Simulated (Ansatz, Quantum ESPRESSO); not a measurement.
This is a calculation of WC for Quantum ESPRESSO 7.5. Atoms were shifted at random by some hundredths of an Å from the given cell, which wasn't relaxed again for these runs. The cell is a database's computed one, not the measured one.

Contents of pw.in:

```
&CONTROL
  calculation = 'scf'
  prefix = 'pwscf'
  outdir = './tmp'
  pseudo_dir = './pseudo'
  tprnfor = .true.
  tstress = .true.
  disk_io = 'nowf'
/
&SYSTEM
  ibrav = 0
  nat = 2
  ntyp = 2
  ecutwfc = 56
  ecutrho = 448
  nbnd = 15
  occupations = 'smearing'
  smearing = 'fd'
  degauss = 0.00367493
/
&ELECTRONS
  conv_thr = 4d-10
  electron_maxstep = 120
  mixing_beta = 0.5
/
ATOMIC_SPECIES
W    183.8400 w_pbesol_v1.2.uspp.F.UPF
C     12.0110 c_pbesol_v1.2.uspp.F.UPF
CELL_PARAMETERS angstrom
   0.0000000000    2.1926840000    2.1926840000
   2.1926840000    0.0000000000    2.1926840000
   2.1926840000    2.1926840000    0.0000000000
ATOMIC_POSITIONS crystal
W     -0.0174180000   -0.0048180000    0.0027980000
C      0.5174460000    0.5059440000    0.4867750000
K_POINTS automatic
10 10 10 0 0 0
```

Potentials or basis: GBRV 1.5 PBEsol.

The run is started by

```bash
$ OMP_NUM_THREADS=1 mpirun -n 2 pw.x -nk 2 -in pw.in > pw.out
```

Task: Set up the same calculation for Ansatz 0.2.0. Potentials or basis there: Ansatz PAW, cutoff 420 eV.

Result: As run (cutoffs and basis follow the program's own potentials, and thresholds, step limits or extra output files can differ):

input.yaml

```yaml
crystal:
  lattice:
    - [0.0, 2.192684, 2.192684]
    - [2.192684, 0.0, 2.192684]
    - [2.192684, 2.192684, 0.0]
  atoms:
    - { symbol: W, position: [-0.017418, -0.004818, 0.002798] }
    - { symbol: C, position: [0.517446, 0.505944, 0.486775] }
hamiltonian:
  xc: pbesol
  pseudopotentials: { kind: paw }
kpoints:
  mp_grid: { grid: [10, 10, 10] }
scf:
  occupations: { method: fermi_dirac, width: 0.05 }
output:
  forces: true
  stress: true
  eigenvalues: true
```

Potentials or basis: Ansatz PAW.

Launch:

```console
$ ansatz run input.yaml --threads 1 --pin off --max-ram 3584MiB --backend cpu --events-out ev --progress --plain --runs-dir out
```

Both were run:

|  | Quantum ESPRESSO | Ansatz |
| --- | --- | --- |
| Pressure | -7.5 GPa | -8.3 GPa |
| Largest force | 0.726 eV/Å | 0.708 eV/Å |
| Energy over the undisturbed cell | 19.8 meV/atom | 19.3 meV/atom |

Ansatz's pressure holds a Pulay term of +0.32 GPa for its cutoff of 420 eV, which the other run lacks.

Ansatz's potentials were made for PBE.

Where Ansatz's input types no cutoff or centring, it takes its own default and a Γ-centred mesh.

Pressure is positive in compression.
